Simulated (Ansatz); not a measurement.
# NaCl: changing the screening of exact exchange

```
Cl Na
1.0
     0.00000    2.79406    2.79406
     2.79406    0.00000    2.79406
     2.79406    2.79406    0.00000
Cl Na
1 1
Direct
  0.50000 0.50000 0.50000
  0.00000 0.00000 0.00000
```

The cell is a database's computed one, not the measured one.

Kept alike: task single point; functional HSE06 form with a typed share of exact exchange; k mesh 4 × 4 × 4; occupations fermi-dirac, width 0.05 eV; no spin polarisation. Program: Ansatz, Ansatz PAW, cutoff 420 eV. Exact-exchange share held at 0.25. The mesh is that of the run's cell of 2 atoms. No spin-orbit coupling.

```csv
"screening of exact exchange, ω (Å⁻¹)",band gap (eV)
0.1,6.955
0.15,6.781
0.2,6.623
0.3,6.355
```

The k mesh is coarse, so the values aren't converged. A gap read on the mesh alone can miss an edge between its points. All rows use potentials made for PBE. The mesh is thin for exact exchange.

The band gap falls from 6.955 to 6.355 eV between 0.1 and 0.3 Å⁻¹. Weaker screening leaves more long-range exchange and so a wider gap.
